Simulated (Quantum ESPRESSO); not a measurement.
Input of a Quantum ESPRESSO 7.5 run:

pw.in

```
&CONTROL
  calculation = 'vc-relax'
  prefix = 'pwscf'
  outdir = './tmp'
  pseudo_dir = './pseudo'
  tprnfor = .true.
  tstress = .true.
  disk_io = 'low'
  nstep = 40
  forc_conv_thr = 0.0004
  etot_conv_thr = 1d-05
/
&SYSTEM
  ibrav = 0
  nat = 1
  ntyp = 1
  ecutwfc = 52
  ecutrho = 414
  nbnd = 12
  occupations = 'smearing'
  smearing = 'fd'
  degauss = 0.00367493
/
&ELECTRONS
  conv_thr = 2d-10
  electron_maxstep = 120
  mixing_beta = 0.5
/
&IONS
  ion_dynamics = 'bfgs'
/
&CELL
  cell_dynamics = 'bfgs'
  press = 200
  press_conv_thr = 0.3
/
ATOMIC_SPECIES
Ti    47.8670 ti_pbesol_v1.4.uspp.F.UPF
CELL_PARAMETERS bohr
  -3.1010405705    3.1010405705    3.1010405705
   3.1010405705   -3.1010405705    3.1010405705
   3.1010405705    3.1010405705   -3.1010405705
ATOMIC_POSITIONS bohr
Ti     0.0000000000    0.0000000000    0.0000000000
K_POINTS automatic
11 11 11 0 0 0
```

Potentials or basis: GBRV 1.5 PBEsol.

Command:

```sh
$ OMP_NUM_THREADS=1 mpirun -n 2 pw.x -nk 2 -in pw.in > pw.out
```

Problem. Estimate the band gap on the k mesh.

Solution. None (metal or under the smearing width).

Problem. What does it give for the space group after relaxing (to 0.05 Å)?

Solution. Im-3m (No. 229).

Problem. What does it give for the relaxed cell?

Solution. a = 2.652 Å, b = 2.652 Å, c = 2.652 Å, α = 109.47°, β = 109.47°, γ = 109.47°.

Final structure:
```xyz
1
Lattice="-1.5310 1.5310 1.5310 1.5310 -1.5310 1.5310 1.5310 1.5310 -1.5310" Properties=species:S:1:pos:R:3 pbc="T T T"
Ti    0.0000    0.0000    0.0000
```
